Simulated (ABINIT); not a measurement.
Wanted: the native input for an ABINIT 10.8.3 (patched build) run.

| Quantity | Value |
| --- | --- |
| Task | single point |
| Functional | PBEsol |
| Potentials or basis | PseudoDojo NC SR PBEsol v0.4.1 standard |
| Cutoff | 1197 eV |
| k mesh | 9 × 9 × 9 |
| Occupations | fermi-dirac, width 0.05 eV |
| Spin | no spin polarisation |

NaH:

```
Na H
1.0
     0.00000    2.44000    2.44000
     2.44000    0.00000    2.44000
     2.44000    2.44000    0.00000
Na H
1 1
Direct
  0.00000 0.00000 0.00000
  0.50000 0.50000 0.50000
```

The input as run:

run.abi

```
pp_dirpath "./"
pseudos "Na.upf, H.upf"

acell 3*1.0
rprim
     0.0000000000     4.6109317441     4.6109317441
     4.6109317441     0.0000000000     4.6109317441
     4.6109317441     4.6109317441     0.0000000000
ntypat 2
znucl 11 1
natom 2
typat 1 2
xred
     0.0000000000     0.0000000000     0.0000000000
     0.5000000000     0.5000000000     0.5000000000

ecut 44.0

kptopt 1
ngkpt 9 9 9
nshiftk 1
shiftk 0.0 0.0 0.0

ixc -116133

nband 9
occopt 3
tsmear 0.05 eV

nstep 100
tolvrs 1.0e-10

iomode 3
prtwf 0
prtden 0
prteig 0
prtebands 0
enunit 1
```

Potentials or basis: PseudoDojo NC SR PBEsol v0.4.1 standard.

The run is started by

```bash
$ mpirun --bind-to none -np 4 abinit run.abi > log 2>&1
```

Results of the run:

```json
{
  "Pressure": "-1.2 GPa",
  "Band gap on the k mesh": "3.83 eV, indirect (least direct gap 4.55 eV)",
  "Valence electrons inside the program's atomic spheres": "Na 7.94; H 1.16"
}
```

Caveat: an odd mesh through Γ misses points on the zone boundary, where band edges often lie.

It took 6.8 s on 4 MPI ranks on Arm Neoverse V1, on a shared host, peak memory 0.28 GiB a rank.
